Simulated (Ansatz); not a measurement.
We consider fluorite SrF2, described by PBEsol (plane waves, PAW; Ansatz, a quantum-chemistry and plane-wave program).

Total energies, extrapolated to zero smearing (they compare only within this program, potentials and cutoff; free atoms with spin allowed, lowest state found):

| system | energy (eV/atom) |
|---|---|
| fluorite SrF2, relaxed | -1699.7935 |
| free Sr atom | -3490.4012 |
| free F atom | -796.2846 |

Q: Work out the cohesive energy per atom.

A: E_coh = [1 × (-3490.4012) + 2 × (-796.2846)]/3 − (-1699.7935) = 5.47 eV/atom. The reference value is 5.34 ± 0.03 eV/atom (worked out here from tabulated enthalpies at 298 K, copied from a table, unchecked, brought to a static lattice with a Debye model, atoms in their spin–orbit ground levels; inputs from the CRC Handbook), a difference of +0.13 eV/atom.

The PAW data were made under PBE.
